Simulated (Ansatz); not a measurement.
**KTaO3: response to strain**

KTaO3 is deformed so: zz strain of -1 %. What stress and forces result, by LAPW, PAW and all-electron datasets made for the crystal?

Method: DFT PBE, scalar-relativistic, in Ansatz 0.2.0.

## Step 1: Starting point

It takes space group Pm-3m (No. 221, cubic). The conventional cell has a = 3.988 Å, b = 3.988 Å, c = 3.988 Å, α = 90.00°, β = 90.00°, γ = 90.00°. Around K (site symmetry m-3m) lie 12 O at 2.82 Å. Ta (site symmetry m-3m) has 6 O at 1.99 Å as nearest neighbours. O (site symmetry 4/mmm) is surrounded by 2 Ta at 1.99 Å and 4 K at 2.82 Å.

As a file:

```xyz
5
Lattice="3.9883 0.0000 0.0000 0.0000 3.9883 0.0000 0.0000 0.0000 3.9883" Properties=species:S:1:pos:R:3 pbc="T T T"
K     1.9942    1.9942    1.9942
Ta    0.0000    0.0000    0.0000
O     1.9942    0.0000    0.0000
O     0.0000    1.9942    0.0000
O     0.0000    0.0000    1.9942
```

Atoms are numbered in the order of the input: K1, Ta2, O3, O4, O5.

## Step 2: The deformed structure

Space group Pm-3m before, P4/mmm after.

## Step 3: All-electron LAPW

input.yaml reads:

```yaml
crystal:
  lattice:
    - [3.9883, 0.0, 0.0]
    - [0.0, 3.9883, 0.0]
    - [0.0, 0.0, 3.948417]
  atoms:
    - { symbol: K, position: [0.5, 0.5, 0.5] }
    - { symbol: Ta, position: [0.0, 0.0, 0.0] }
    - { symbol: O, position: [0.5, 0.0, 0.0] }
    - { symbol: O, position: [0.0, 0.5, 0.0] }
    - { symbol: O, position: [0.0, 0.0, 0.5] }
kpoints:
  mp_grid: { grid: [5, 5, 5] }
  band_path:
    path:
      - [0.0, 0.0, 0.0]
      - [0.0, 0.5, 0.0]
      - [0.5, 0.5, 0.0]
      - [0.0, 0.0, 0.0]
      - [0.0, 0.0, 0.5]
      - [0.0, 0.5, 0.5]
      - [0.5, 0.5, 0.5]
      - [0.0, 0.0, 0.5]
      - [0.0, 0.5, 0.0]
    npoints: 5
scf:
  occupations: { method: fermi_dirac, width: 0.01 }
hamiltonian:
  xc: pbe
  pseudopotentials: { kind: all_electron, lapw: { basis_error: 0.0005 } }
output:
  forces: true
  stress: true
  eigenvalues: true
```

The run is started by

```
$ ansatz run input.yaml --threads 2 --pin off --max-ram 6144MiB --backend cpu --events-out ev --progress --plain --runs-dir out
```

## Step 4: Frozen-core PAW

input.yaml reads:

```yaml
crystal:
  lattice:
    - [3.9883, 0.0, 0.0]
    - [0.0, 3.9883, 0.0]
    - [0.0, 0.0, 3.948417]
  atoms:
    - { symbol: K, position: [0.5, 0.5, 0.5] }
    - { symbol: Ta, position: [0.0, 0.0, 0.0] }
    - { symbol: O, position: [0.5, 0.0, 0.0] }
    - { symbol: O, position: [0.0, 0.5, 0.0] }
    - { symbol: O, position: [0.0, 0.0, 0.5] }
kpoints:
  mp_grid: { grid: [5, 5, 5] }
scf:
  occupations: { method: fermi_dirac, width: 0.01 }
hamiltonian:
  xc: pbe
  pseudopotentials: { kind: paw }
output:
  forces: true
  stress: true
  eigenvalues: true
  efg: { contact_densities: true }
  write_density: true
  write_potential: true
  elf: true
  volumetric_format: npy
```

## Step 5: Datasets made for this crystal

Changes to input.yaml since step 4:

```diff
@@ -17,3 +17,3 @@
   xc: pbe
-  pseudopotentials: { kind: paw }
+  pseudopotentials: { kind: all_electron, datasets: crystal }
 output:
@@ -23,5 +23 @@
   efg: { contact_densities: true }
-  write_density: true
-  write_potential: true
-  elf: true
-  volumetric_format: npy
```

(Steps that only read results are left out.)

Q: Predict the outcome of this session. Wanted: pressure; largest shear or deviatoric stress.

The runs gave:

```
                                 quantity                                           value
                                 pressure  LAPW 7.69, PAW 7.63, crystal datasets 7.69 GPa
largest shear or deviatoric stress (LAPW)                                        2.67 GPa
```

**Reading.** The largest part of the stress beyond the pressure is 2.67 GPa in size, in the zz component; the atoms are carried along and not relaxed. No run of the undeformed cell stands beside it, so the pressure holds what the given cell had before the change. PAW: stress within 0.07 GPa of LAPW. Crystal datasets: stress within 0.01 GPa of LAPW. Spin-orbit coupling is left out, though the cell holds Ta; in elements this heavy it can shift bands and gaps by tenths of an eV.

The gaps are Kohn-Sham values of a semilocal functional, not quasiparticle or optical gaps. Such gaps usually fall short of the measured ones.
